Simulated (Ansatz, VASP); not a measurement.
**Two plane-wave programs on Ti**

INCAR

```
PREC = Accurate
ENCUT = 520
EDIFF = 1E-6
ISMEAR = 0
SIGMA = 0.1
LREAL = False
LASPH = True
NELM = 80
ALGO = Normal
ISIF = 2
LWAVE = False
LCHARG = False
GGA = PE
NBANDS = 12
```

KPOINTS

```
regular mesh
0
Gamma
  6 6 6
```

The input POSCAR:

```
Ti
1.0
    0.0000000000      2.0300000000      2.0300000000
    2.0300000000      0.0000000000      2.0300000000
    2.0300000000      2.0300000000      0.0000000000
Ti
1
Direct
    0.0000000000      0.0000000000      0.0000000000
```

Input for Ansatz:

```yaml
crystal:
  lattice:
    - [0.0, 2.03, 2.03]
    - [2.03, 0.0, 2.03]
    - [2.03, 2.03, 0.0]
  atoms:
    - { symbol: Ti, position: [0.0, 0.0, 0.0] }
basis:
  ecutwfc: 420
kpoints:
  mp_grid: { grid: [6, 6, 6] }
hamiltonian:
  xc: pbe
scf:
  occupations: { method: gaussian, width: 0.1 }
output:
  forces: true
  stress: true
  eigenvalues: true
```

This isn't the form of Ti at room conditions, which is hcp.

Alike in both runs: task single point; functional PBE; k mesh 6 × 6 × 6; occupations gaussian, width 0.1 eV; no spin polarisation.

|  | VASP | Ansatz |
| --- | --- | --- |
| version | VASP 6.6.1 | Ansatz 0.2.0 |
| potentials or method | VASP PAW PBE potentials, release 64 (Ti_sv) | scalar-relativistic, plane waves, PAW |
| plane-wave cutoff (eV) | 520 | 420 |
| valence electrons in the cell | 12 | 12 |

```csv
,VASP,Ansatz,Ansatz less VASP
gap on the k mesh at the Fermi level (eV),none,none,-
pressure (GPa),4.8,5.1,+0.29
```

A gap of «none» marks a metal or a gap that the smearing closes. The functional is the same, so the differences come from potentials, cutoffs and numerics.

Caveats: the k mesh is coarse (spacing up to 0.45 Å⁻¹), so the values aren't converged.
